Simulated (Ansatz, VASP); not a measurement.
## Two plane-wave programs on MgI2

```
CELL_PARAMETERS angstrom
4.02909 0.00000 0.00000
-2.01454 3.48929 0.00000
0.00000 0.00000 6.75907
ATOMIC_POSITIONS crystal
Mg 0.00000 0.00000 0.00000
I 0.33333 0.66667 0.75763
I 0.66667 0.33333 0.24237
```

Change from the starting cell: strain -0.030 along x and y, -0.015 along z, atoms carried along.

Alike in both runs: task single point; functional PBEsol; k mesh 6 × 6 × 4; occupations gaussian, width 0.05 eV; no spin polarisation.

|  | VASP | Ansatz |
| --- | --- | --- |
| version | VASP 6.6.1 | Ansatz 0.2.0 |
| potentials or method | VASP PAW PBE potentials, release 64 (Mg, I) | scalar-relativistic, plane waves, PAW |
| plane-wave cutoff (eV) | 520 | 420 |
| valence electrons in the cell | 16 | 44 |

|  | VASP | Ansatz | Ansatz less VASP |
| --- | --- | --- | --- |
| gap on the k mesh at the Fermi level (eV) | 3.53 | 3.55 | +0.012 |
| least direct gap on the mesh (eV) | 3.97 | 3.98 | +0.006 |
| pressure (GPa) | 2.5 | 2.5 | +0.01 |
| largest component of the traceless stress (GPa) | 0.15 | 0.16 | +0.004 |
| rms of the force components (eV/Å) | 0.153 | 0.154 | +0.0004 |

Atom by atom the forces differ by 0.000 eV/Å (rms over components). The two sets of potentials don't hold the same shells in valence.

Caveats: the PAW data sets were made with another functional, which shifts forces and pressure a little (VASP); spin-orbit coupling is left out, which moves the levels of the heavy elements; this functional lacks dispersion, which binds the layers, so the pressure and a relaxed spacing across them are unreliable. A k mesh can miss the band edges.
